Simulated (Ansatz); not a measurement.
SiO₂: O-17 NMR of the central transition

Cell: a Materials Project structure (computed, not necessarily an observed phase).

Space group P6_322 (No. 182); a = 5.0691, c = 8.5585 Å, γ = 120.00°.

| site | Wyckoff | site symmetry | x | y | z |
| --- | --- | --- | --- | --- | --- |
| Si | 4f | 3.. | 0.6667 | 0.3333 | 0.9371 |
| O5 | 6g | .2. | 0.0000 | 0.4213 | 0.0000 |
| O10 | 2c | 3.2 | 0.6667 | 0.3333 | 0.7500 |

One atom of each set is listed.

Method: Kohn–Sham DFT in Ansatz, r2SCAN, plane waves and PAW (field gradients read without the response of the frozen cores, which leaves them typically 4 to 6 % off), scalar-relativistic, 500 eV cutoff, Γ-centred 6×6×3 k-points, Fermi–Dirac smearing 0.02 eV.

O-17 has I = 5/2 and Q = -25.58 mb (Pyykkö 2018); at 14.1 T its Larmor frequency is ν₀ = 81.4 MHz. Only the quadrupole interaction is simulated: positions count from each site's isotropic chemical shift, and J coupling is left out, as are shift anisotropy and dipolar coupling, which fast spinning averages.

**Question.** What does the O-17 spectrum (fast magic-angle spinning) show for each site?

**Answer.** 

```
site                 first shell  C_Q (MHz)     η  P_Q (MHz)  δ_QIS (ppm)  breadth (kHz)
  O5  2 Si at 1.61 Å, angle 151°      -6.10  0.12       6.11        -33.8           6.11
 O10  2 Si at 1.60 Å, angle 180°      -6.49  0.00       6.49        -38.1           6.65
```

δ_QIS = −(ν_Q²/30ν₀²)[I(I+1) − 3/4](1 + η²/3) × 10⁶ ppm with ν_Q = 3|C_Q|/[2I(2I−1)]; it falls as 1/B₀² in ppm, and the breadth as 1/B₀ in kHz.

An axis of threefold or higher order runs through O10, so V_zz lies along it and η is zero. At O5 V_zz runs parallel to the line that joins its two neighbours (within 1°).
